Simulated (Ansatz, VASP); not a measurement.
**InSb in VASP and in Ansatz**

```
CELL_PARAMETERS angstrom
0.00000 3.36866 3.36866
3.36866 0.00000 3.36866
3.36866 3.36866 0.00000
ATOMIC_POSITIONS crystal
In 0.00000 0.00000 0.00000
Sb 0.75000 0.75000 0.75000
```

Change from the starting cell: strain +0.040 along x and y, +0.040 along z, atoms carried along.

Alike in both runs: task single point; functional PBE; k mesh 12 × 12 × 12; occupations gaussian, width 0.15 eV; no spin polarisation.

|  | VASP | Ansatz |
| --- | --- | --- |
| version | VASP 6.6.1 | Ansatz 0.2.0 |
| potentials or method | VASP PAW PBE potentials, release 64 (In_d, Sb) | scalar-relativistic, plane waves, PAW |
| plane-wave cutoff (eV) | 520 | 420 |
| valence electrons in the cell | 18 | 28 |

```csv
,VASP,Ansatz,Ansatz less VASP
gap on the k mesh at the Fermi level (eV),none,none,-
pressure (GPa),-1.5,-1.5,+0.02
```

A gap of «none» marks a metal or a gap that the smearing closes. With one functional, cell and mesh, what is left measures potentials, basis and numerics. The two sets of potentials don't hold the same shells in valence.

The runs have no spin-orbit coupling, so splittings on Sb are missing.
